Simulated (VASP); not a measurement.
Write the native input for VASP 6.6.1 that does the following.

```
Task                   : density of states
Functional             : TB-mBJ
Potentials or basis    : VASP PAW PBE potentials, release 54 (Sc_sv)
Cutoff                 : 520 eV
k mesh                 : 9 × 9 × 5
Occupations            : tetrahedron
Spin                   : no spin polarisation
Further INCAR settings : ALGO = Normal; EDIFF = 1e-06
```

The system is Sc.

```xyz
2
Lattice="3.2643 0.0000 0.0000 -1.6321 2.8269 0.0000 0.0000 0.0000 5.2020" Properties=species:S:1:pos:R:3 pbc="T T T"
Sc    1.6321    0.9423    3.9015
Sc    0.0000    1.8846    1.3005
```

The cell isn't the ideal one: volume scaled by 0.96.

These files were run (other wordings do the same):

POSCAR

```
Sc
1.0
    3.2642783016      0.0000000000      0.0000000000
   -1.6321391508      2.8269479342      0.0000000000
    0.0000000000      0.0000000000      5.2020304526
Sc
2
Cartesian
    1.6321391510      0.9423159780      3.9015228394
   -0.0000000002      1.8846319562      1.3005076132
```

INCAR.step1

```
PREC = Accurate
ENCUT = 520
EDIFF = 1E-5
ISMEAR = 0
SIGMA = 0.1
LREAL = False
LASPH = True
NELM = 60
ALGO = Normal
ISIF = 2
LWAVE = True
LCHARG = False
LMAXMIX = 4
GGA = PE
```

INCAR.step2

```
PREC = Accurate
ENCUT = 520
EDIFF = 1E-6
ISMEAR = -5
SIGMA = 0.1
LREAL = False
LASPH = True
NELM = 60
ALGO = Normal
ISIF = 2
LWAVE = False
LCHARG = False
LMAXMIX = 4
METAGGA = MBJ
LORBIT = 11
ISTART = 1
NEDOS = 1001
```

KPOINTS

```
Automatic mesh
0
Gamma
  9 9 5
```

Potentials or basis: VASP PAW PBE potentials, release 54 (Sc_sv).

Run with:

```bash
$ cat potpaw_PBE.54/Sc_sv/POTCAR > POTCAR
$ cp INCAR.step1 INCAR
$ mpirun -np 1 vasp_std > vasp.out
$ cp INCAR.step2 INCAR
$ mpirun -np 1 vasp_std > vasp.out
```

It gave:

```
Band gap on the k mesh                                : none (metal or under the smearing width)
Valence electrons inside the program's atomic spheres : Sc 9.51
```

It took 56 s on 1 thread of Intel(R) Xeon(R) Platinum 8559C (Emerald Rapids), on a shared host, peak memory 0.17 GiB.
